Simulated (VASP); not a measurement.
# Ta (P6_3/mmc) in VASP: further runs

Runs on Ta. Level: RPBE. Tasks: single point.

Everything below comes from runs of VASP 6.6.1. Logs are shortened: lines on timing, memory, paths and dates and some standing lists are left out, and cuts for length are marked.

### 1 The crystal as given

The structure is hexagonal, space group P6_3/mmc (No. 194). The conventional cell has a = 2.960 Å, b = 2.960 Å, c = 10.082 Å, α = 90.00°, β = 90.00°, γ = 120.00°. Around Ta (site symmetry -3m) lie 12 Ta at 2.96 to 3.05 Å. Ta (site symmetry -6m2) has 12 Ta at 2.96 to 3.05 Å as nearest neighbours.

This isn't the form of Ta at room conditions, which is bcc.

### 2 Single point, RPBE

The input, INCAR:

```
SYSTEM = Ta
  PREC = Accurate
  ENCUT = 520
  EDIFF = 1E-6
  ISMEAR = -1
  SIGMA = 0.1
  LREAL = .FALSE.
  LASPH = .TRUE.
  NELM = 60
  ALGO = Fast
  ISIF = 2
  LWAVE = .FALSE.
  LCHARG = .TRUE.
  GGA = RP
  LELF = .TRUE.
  LVHAR = .TRUE.
  NBANDS = 30
```

The input, KPOINTS:

```
regular mesh
0
G
  16 16 4
  0 0 0
```

The input, POSCAR:

```
Ta
1.0
    2.9601266572      0.0000000000      0.0000000000
   -1.4800633286      2.5635448835      0.0000000000
    0.0000000000      0.0000000000     10.0824128168
Ta
4
Direct
    1.0000000000      1.0000000000      1.0000000000
    1.0000000000      1.0000000000      0.5000000000
    0.3333333333      0.6666666667      0.2500000000
    0.6666666667      0.3333333333      0.7500000000
```

Potentials or basis: VASP PAW PBE potentials, release 64 (Ta_pv).

Command:

```sh
$ cat potpaw_PBE.64/Ta_pv/POTCAR > POTCAR
$ mpirun -np 1 vasp_std > vasp.out
```

OUTCAR:

```text
SYSTEM = Ta
   PREC = Accurate
   ENCUT = 520
   EDIFF = 1E-6
   ISMEAR = -1
   LREAL = .FALSE.
   LASPH = .TRUE.
   NELM = 60
   ISIF = 2
   GGA = RP

 ion  position               nearest neighbor table
   1  0.000  0.000  0.000-   3 3.05   4 3.05   3 3.05   4 3.05   4 3.05   3 3.05
   2  0.000  0.000  0.500-   3 3.05   4 3.05   3 3.05   4 3.05   4 3.05   3 3.05
   3  0.333  0.667  0.250-   1 3.05   2 3.05   1 3.05   2 3.05   1 3.05   2 3.05
   4  0.667  0.333  0.750-   1 3.05   2 3.05   1 3.05   2 3.05   1 3.05   2 3.05

  LATTYP: Found a hexagonal cell.
 ALAT       =     2.9601266572
 C/A-ratio  =     3.4060748017

  Lattice vectors:

 A1 = (   2.9601266572,   0.0000000000,   0.0000000000)
 A2 = (  -1.4800633286,   2.5635448835,   0.0000000000)
 A3 = (   0.0000000000,   0.0000000000,  10.0824128168)

Analysis of symmetry for initial positions (statically):
=====================================================================
 Subroutine PRICEL returns:
 Original cell was already a primitive cell.

 Routine SETGRP: Setting up the symmetry group for a
 hexagonal supercell.

 Subroutine GETGRP returns: Found 24 space group operations
 (whereof 12 operations were pure point group operations)
 out of a pool of 24 trial point group operations.

The static configuration has the point symmetry D_3d.
 The point group associated with its full space group is D_6h.

Analysis of symmetry for dynamics (positions and initial velocities):
=====================================================================
 Subroutine PRICEL returns:
 Original cell was already a primitive cell.

 Routine SETGRP: Setting up the symmetry group for a
 hexagonal supercell.

 Subroutine GETGRP returns: Found 24 space group operations
 (whereof 12 operations were pure point group operations)
 out of a pool of 24 trial point group operations.

The dynamic configuration has the point symmetry D_3d.
 The point group associated with its full space group is D_6h.

 Subroutine INISYM returns: Found 24 space group operations
 (whereof 12 operations are pure point group operations),
 and found     1 'primitive' translations

----------------------------------------------------------------------------------------

                                     Primitive cell

  volume of cell :      76.5096

  direct lattice vectors                    reciprocal lattice vectors
     2.960126657  0.000000000  0.000000000     0.337823383  0.195042421  0.000000000
    -1.480063329  2.563544884  0.000000000     0.000000000  0.390084842  0.000000000
     0.000000000  0.000000000 10.082412817     0.000000000  0.000000000  0.099182608

  length of vectors
     2.960126657  2.960126657 10.082412817     0.390084842  0.390084842  0.099182608

  position of ions in fractional coordinates (direct lattice)
     0.000000000  0.000000000  0.000000000
     0.000000000  0.000000000  0.500000000
     0.333333333  0.666666667  0.250000000
     0.666666667  0.333333333  0.750000000

  ion indices of the primitive-cell ions
   primitive index   ion index
                 1           1
                 2           2
                 3           3
                 4           4

----------------------------------------------------------------------------------------

 KPOINTS: regular mesh

Automatic generation of k-mesh.
 Grid dimensions read from file:
 generate k-points for:   16   16    4

 Generating k-lattice:

  Cartesian coordinates                     Fractional coordinates (reciprocal lattice)
     0.021113961  0.012190151  0.000000000     0.062500000  0.000000000  0.000000000
     0.000000000  0.024380303  0.000000000     0.000000000  0.062500000  0.000000000
     0.000000000  0.000000000  0.024795652     0.000000000  0.000000000  0.250000000

  Length of vectors
     0.024380303  0.024380303  0.024795652

  Shift w.r.t. Gamma in fractional coordinates (k-lattice)
     0.000000000  0.000000000  0.000000000

 Subroutine IBZKPT returns following result:
 ===========================================

 Found     90 irreducible k-points:

 Following reciprocal coordinates:
            Coordinates               Weight
  0.000000  0.000000  0.000000      1.000000
  0.062500 -0.000000  0.000000      6.000000
  0.125000 -0.000000  0.000000      6.000000
  0.187500 -0.000000  0.000000      6.000000
  0.250000 -0.000000  0.000000      6.000000
  0.312500 -0.000000  0.000000      6.000000
[... 16 lines left out ...]
  0.187500  0.187500  0.000000      6.000000
  0.250000  0.187500  0.000000     12.000000
 [... further k-points ...]
   k-points           NKPTS =     90   k-points in BZ     NKDIM =     90   number of bands    NBANDS=     30
   number of dos      NEDOS =    301   number of ions     NIONS =      4
   total plane-waves  NPLWV =  46080
   dimension x,y,z NGX =    24 NGY =   24 NGZ =   80
   dimension x,y,z NGXF=    48 NGYF=   48 NGZF=  160
   ions per type =               4
   NGX,Y,Z   is equivalent  to a cutoff of  13.48, 13.48, 13.19 a.u.
   NGXF,Y,Z  is equivalent  to a cutoff of  26.96, 26.96, 26.38 a.u.
 SYSTEM =  Ta
   PREC   = accura    normal or accurate (medium, high low for compatibility)
   ISTART =      0    job   : 0-new  1-cont  2-samecut
   ICHARG =      2    charge: 1-file 2-atom 10-const
   ISPIN  =      1    spin polarized calculation?
   LNONCOLLINEAR =      F non collinear calculations
   LSORBIT =      F    spin-orbit coupling
   LASPH  =      T    aspherical Exc in radial PAW
   ENCUT  =  520.0 eV  38.22 Ry    6.18 a.u.   5.50  5.50 18.75*2*pi/ulx,y,z
   NELM   =     60;   NELMIN=  2; NELMDL= -5     # of ELM steps
   EDIFF  = 0.1E-05   stopping-criterion for ELM
   LREAL  =      F    real-space projection
   EDIFFG = 0.1E-04   stopping-criterion for IOM
   NSW    =      0    number of steps for IOM
   IBRION =     -1    ionic relax: 0-MD 1-quasi-New 2-CG
   NFREE  =      0    steps in history (QN), initial steepest desc. (CG)
   ISIF   =      2    stress and relaxation
   ISYM   =      2    0-nonsym 1-usesym 2-fastsym
   POTIM  = 0.5000    time-step for ionic-motion
   TEBEG  =    0.0;   TEEND  =   0.0 temperature during run
   PSTRESS=    0.0 pullay stress
   NELECT =      44.0000    total number of electrons
   NUPDOWN=      -1.0000    fix difference up-down
   EMIN   =  10.00;   EMAX   =-10.00  energy-range for DOS
   EFERMI =   0.00;   METHOD = LEGACY
   ISMEAR =    -1;   SIGMA  =   0.10  broadening in eV -4-tet -1-fermi 0-gaus
   EFERMI_NEDOS =   21; number of points for ismear=-14 and -15
   IALGO  =     68    algorithm
   IMIX   =      4    mixing-type and parameters
     AMIX     =   0.40;   BMIX     =  1.00
     AMIX_MAG =   1.60;   BMIX_MAG =  1.00
  volume/ion in A,a.u.               =      19.13       129.08
  Fermi-wavevector in a.u.,A,eV,Ry     =   1.361404  2.572681 25.217337  1.853422
  Thomas-Fermi vector in A             =   2.487983
   LORBIT       =      0    0 simple, 1 ext, 2 COOP (PROOUT), +10 PAW based schemes
   GGA     = RP    functional components
   LHFCALC =     F    Hartree Fock is set to
   AEXX    =    0.0000 exact exchange contribution
   IVDW    =     0    specifies the selected vdW correction
   LEPSILON=     F    determine dielectric tensor
   LRPA    =     F    only Hartree local field effects (RPA)
 non-spin polarized calculation
 RMM-DIIS sequential band-by-band and
  energy-cutoff  :      520.00
  volume of cell :       76.51
 maximum number of plane-waves:      2113
 NGX is ok and might be reduce to    24
   NGX = 11   NGY = 11   NGZ = 37

 number of electron      43.9999996 magnetization

 Free energy of the ion-electron system (eV)
  ---------------------------------------------------
  ext. energy  EPLUGINS =         0.00000000
  ---------------------------------------------------
  free energy    TOTEN  =       -44.37291145 eV

  energy without entropy =      -44.21918049  energy(sigma->0) =      -44.29604597

 E-fermi :   5.5108     XC(G=0): -12.2563

 val. band max:        5.5046800901   @ k =   0.3750   0.1875   0.5000
 cond. band min:       5.5400750994   @ k =   0.3750  -0.0000   0.5000
 fundamental gap:      0.0353950092
 Fermi energy:         5.5108254113

 k-point     1 :       0.0000    0.0000    0.0000
  band No.  band energies     occupation
      1     -29.1476      2.00000
      2     -28.7640      2.00000
      3     -28.7011      2.00000
      4     -28.3280      2.00000
      5     -28.3280      2.00000
      6     -28.3050      2.00000
[... 22 lines left out ...]
     29       8.3938      0.00000
     30       8.3941      0.00000

 k-point     2 :       0.0625   -0.0000    0.0000
  band No.  band energies     occupation
      1     -29.1360      2.00000
      2     -28.7634      2.00000
      3     -28.7022      2.00000
      4     -28.3607      2.00000
      5     -28.3370      2.00000
      6     -28.3320      2.00000
[... 22 lines left out ...]
     29       8.1435      0.00000
     30       8.2180      0.00000

 k-point     3 :       0.1250   -0.0000    0.0000
  band No.  band energies     occupation
      1     -29.1022      2.00000
      2     -28.7650      2.00000
      3     -28.7114      2.00000
      4     -28.4529      2.00000
      5     -28.4021      2.00000
      6     -28.3626      2.00000
[... 22 lines left out ...]
     29       7.6308      0.00000
     30       7.8579      0.00000

 k-point     4 :       0.1875   -0.0000    0.0000
  band No.  band energies     occupation
      1     -29.0496      2.00000
      2     -28.7820      2.00000
      3     -28.7509      2.00000
      4     -28.5869      2.00000
      5     -28.4790      2.00000
      6     -28.4739      2.00000
[... 22 lines left out ...]
     29       7.5393      0.00000
     30       7.5909      0.00000

 k-point     5 :       0.2500   -0.0000    0.0000
  band No.  band energies     occupation
      1     -28.9863      2.00000
      2     -28.8430      2.00000
      3     -28.8414      2.00000
      4     -28.7346      2.00000
      5     -28.6367      2.00000
      6     -28.5196      2.00000
[... 22 lines left out ...]
     29       8.2699      0.00000
     30       8.3974      0.00000
[... 526 lines left out ...]
     29      10.0485      0.00000
     30      10.4024      0.00000

 k-point    22 :       0.4375    0.1250    0.0000
  band No.  band energies     occupation
      1     -29.1639      2.00000
      2     -29.1502      2.00000
      3     -29.0412      2.00000
      4     -29.0079      2.00000
      5     -28.6885      2.00000
      6     -28.6462      2.00000
[... 22 lines left out ...]
     29      10.3193      0.00000
     30      10.4573      0.00000

 k-point    23 :       0.1875    0.1875    0.0000
  band No.  band energies     occupation
      1     -28.9532      2.00000
      2     -28.9184      2.00000
      3     -28.8918      2.00000
      4     -28.8676      2.00000
      5     -28.7764      2.00000
      6     -28.5913      2.00000
[... 22 lines left out ...]
     29       8.7391      0.00000
     30       9.8196      0.00000

 k-point    24 :       0.2500    0.1875    0.0000
  band No.  band energies     occupation
      1     -29.0273      2.00000
      2     -28.9905      2.00000
      3     -28.9459      2.00000
      4     -28.8607      2.00000
      5     -28.8251      2.00000
      6     -28.6400      2.00000
[... 22 lines left out ...]
     29       8.9721      0.00000
     30      10.3726      0.00000

 [... further k-points ...]
[... 5 lines left out ...]
  --------------------------------------------------------------------------------------
  -------------------------------------------------------------------------------------
  Total        0.0113874      0.0113874     -0.0196385      0.0000000     -0.0000000     -0.0000000
  in kB        0.2384619      0.2384619     -0.4112472      0.0000000     -0.0000000     -0.0000000
  external PRESSURE =       0.0218922 kB  Pullay stress =       0.0000000 kB

 VOLUME and BASIS-vectors are now :
 -----------------------------------------------------------------------------
  energy-cutoff  :      520.00
  volume of cell :       76.51
      direct lattice vectors                 reciprocal lattice vectors
     2.960126657  0.000000000  0.000000000     0.337823383  0.195042421  0.000000000
    -1.480063329  2.563544884  0.000000000     0.000000000  0.390084842  0.000000000
     0.000000000  0.000000000 10.082412817     0.000000000  0.000000000  0.099182608

 POSITION                                       TOTAL-FORCE (eV/Angst)
 -----------------------------------------------------------------------------------
      0.00000      0.00000      0.00000        -0.000000      0.000000     -0.000000
      0.00000      0.00000      5.04121        -0.000000      0.000000     -0.000000
     -0.00000      1.70903      2.52060        -0.000000     -0.000000      0.000000
      1.48006      0.85451      7.56181         0.000000      0.000000     -0.000000
 -----------------------------------------------------------------------------------
    total drift:                               -0.000000      0.000000     -0.000000

  FREE ENERGIE OF THE ION-ELECTRON SYSTEM (eV)
  ---------------------------------------------------
  free  energy   TOTEN  =       -44.3729114514 eV

  energy  without entropy=      -44.2191804888  energy(sigma->0) =      -44.29604597
```

It took 2.1 min on 1 thread of Intel Xeon 6975P-C (Granite Rapids), shared host; peak memory 0.29 GiB.

What came out:

```yaml
Free_energy: -44.3729 eV
Pressure: 0.0 GPa
Band_gap_on_the_k_mesh: none (metal or under the smearing width)
```

Levels at points of the mesh, in eV from the Fermi level:
```tsv
k point	band 18	band 19	band 20	band 21	band 22	band 23	band 24	band 25	band 26	band 27
(0.00, 0.00, 0.00)	-0.91	-0.05	0.17	0.40	0.40	0.48	0.48	0.88	0.88	1.00
(0.50, 0.00, 0.00)	-2.36	-2.07	-0.97	-0.52	0.53	0.55	1.39	2.13	2.36	2.42
(0.00, 0.00, 0.50)	-0.55	-0.40	-0.40	0.51	0.51	0.51	0.51	0.83	0.83	0.83
(0.50, 0.00, 0.50)	-2.94	-0.97	-0.97	0.28	0.28	1.03	1.03	1.21	1.21	4.33
```

Caveat: the PAW data sets were made with another functional, which shifts forces and pressure a little.

### 3 Single point, RPBE

The input, INCAR:

```
SYSTEM = Ta
ALGO = Fast ; EDIFF = 1E-6
ENCUT = 520 ; GGA = RP
ISIF = 2 ; ISMEAR = -1
LASPH = .TRUE. ; LCHARG = .FALSE.
LREAL = .FALSE. ; LWAVE = .FALSE.
NBANDS = 30 ; NELM = 80
PREC = Accurate ; SIGMA = 0.1
```

The input, KPOINTS:

```
k-points
0
G
  14 14 4
  0 0 0
```

POSCAR is that of step 2.

Potentials or basis: VASP PAW PBE potentials, release 64 (Ta_pv).

Command:

```sh
$ cat potpaw_PBE.64/Ta_pv/POTCAR > POTCAR
$ mpirun -np 1 vasp_std > vasp.out
```

It took 97 s on 1 thread of Intel Xeon 6975P-C (Granite Rapids), shared host; peak memory 0.26 GiB.

Results (log left out):

```
Free energy            : -44.3727 eV
Pressure               : 0.0 GPa
Band gap on the k mesh : none (metal or under the smearing width)
```

Stress tensor (GPa, compression positive):
```
 0.07  0.00  0.00
 0.00  0.07  0.00
 0.00  0.00 -0.05
```

Levels at points of the mesh, in eV from the Fermi level:
| k point | band 20 | band 21 | band 22 | band 23 | band 24 | band 25 |
| --- | --- | --- | --- | --- | --- | --- |
| (0.00, 0.00, 0.00) | 0.18 | 0.40 | 0.40 | 0.49 | 0.49 | 0.89 |
| (0.50, 0.00, 0.00) | -0.97 | -0.52 | 0.54 | 0.55 | 1.39 | 2.13 |
| (0.00, 0.00, 0.50) | -0.40 | 0.52 | 0.52 | 0.52 | 0.52 | 0.83 |
| (0.50, 0.00, 0.50) | -0.96 | 0.28 | 0.28 | 1.03 | 1.03 | 1.21 |

Caveat: the PAW data sets were made with another functional, which shifts forces and pressure a little. The run has no spin-orbit coupling, so splittings on Ta are missing.

### 4 Single point, RPBE

This run uses another cell than the first one, of 20.66 Å³/atom, 1.080 times its volume.

The input, INCAR:

```
SYSTEM = Ta
ALGO = Fast
EDIFF = 1E-7
ENCUT = 520
GGA = RP
ISIF = 2
ISMEAR = -1
LASPH = .True.
LCHARG = .True.
LELF = .True.
LREAL = .False.
LVHAR = .True.
LWAVE = .False.
NBANDS = 30
NELM = 60
PREC = Accurate
SIGMA = 0.1
```

The input, KPOINTS:

```
k-points
0
Gamma
  14 14 4
  0 0 0
```

The input, POSCAR:

```
Ta
1.0
    3.0370472297      0.0000000000      0.0000000000
   -1.5185236149      2.6301600534      0.0000000000
    0.0000000000      0.0000000000     10.3444100407
Ta
4
Direct
    1.0000000000      1.0000000000      1.0000000000
    1.0000000000      1.0000000000      0.5000000000
    0.3333333333      0.6666666667      0.2500000000
    0.6666666667      0.3333333333      0.7500000000
```

Command:

```sh
$ cat potpaw_PBE.64/Ta_pv/POTCAR > POTCAR
$ mpirun -np 1 vasp_std > vasp.out
```

Wall time 1.9 min (1 thread of Intel Xeon 6975P-C (Granite Rapids), shared host); peak memory 0.27 GiB.

It converged, with:

| Item | Value |
| --- | --- |
| Free energy | -44.1265 eV |
| Pressure | -12.2 GPa |
| Band gap on the k mesh | none (metal or under the smearing width) |

Levels at points of the mesh, in eV from the Fermi level:
```tsv
k point	band 18	band 19	band 20	band 21	band 22	band 23	band 24	band 25	band 26	band 27
(0.00, 0.00, 0.00)	-0.82	-0.01	0.00	0.42	0.42	0.49	0.49	0.85	0.85	0.96
(0.50, 0.00, 0.00)	-2.17	-1.88	-0.85	-0.56	0.47	0.56	1.14	1.80	2.19	2.24
(0.00, 0.00, 0.50)	-0.61	-0.32	-0.32	0.52	0.52	0.52	0.52	0.80	0.80	0.80
(0.50, 0.00, 0.50)	-2.63	-0.88	-0.88	0.17	0.17	0.99	0.99	1.01	1.01	3.95
```

Caveat: the PAW data sets were made with another functional, which shifts forces and pressure a little. Spin-orbit coupling is left out, which matters for the levels of Ta.

### 5 Overview

```csv
cell,k mesh,further INCAR settings,gap on the mesh (eV),pressure (GPa)
"P6_3/mmc, 19.13 Å³/atom",16 × 16 × 4,ALGO = Fast; EDIFF = 1e-06; NBANDS = 30,none,0.0
"P6_3/mmc, 19.13 Å³/atom",14 × 14 × 4,ALGO = Fast; EDIFF = 1e-06; NBANDS = 30,none,0.0
"P6_3/mmc, 20.66 Å³/atom",14 × 14 × 4,ALGO = Fast; EDIFF = 1e-07; NBANDS = 30,none,-12.2
```

Alike in all rows: task single point; level RPBE; potentials or basis VASP PAW PBE potentials, release 64 (Ta_pv); no spin polarisation; cutoff (eV) 520; smearing fermi-dirac 0.1 eV.

Every run on the cell as given and a fine mesh finds a metal.

Caveats: the PAW data sets were made with another functional, which shifts forces and pressure a little.

Total energies depend on the potentials used, so only differences within one code and one set of settings carry meaning.
